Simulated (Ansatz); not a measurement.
The system is LiCl.

```
Cl Li
1.0
     0.00000    2.56477    2.56477
     2.56477    0.00000    2.56477
     2.56477    2.56477    0.00000
Cl Li
1 1
Direct
  0.50000 0.50000 0.50000
  0.00000 0.00000 0.00000
```

Base run:

- Program: Ansatz 0.2.0
- Functional: revPBE
- Potentials or basis: Ansatz PAW
- Cutoff: 420 eV (not typed: the program's choice for these potentials)
- k mesh: 9 × 9 × 9
- Occupations: fermi-dirac, width 0.05 eV
- Spin: no spin polarisation

Its results: band gap on the k mesh 6.53 eV, direct; pressure 2.1 GPa.

Question: The run is repeated on the same cell with these changes: functional from revPBE to LDA. What comes out?

Answer: Band gap on the k mesh 5.99 eV, direct; pressure -3.2 GPa.

LDA binds more tightly than revPBE, so the same cell stands under less pressure.

Caveats: the PAW data sets come from PBE, with cores solved anew for the run's functional, which leaves a small shift of forces and pressure.
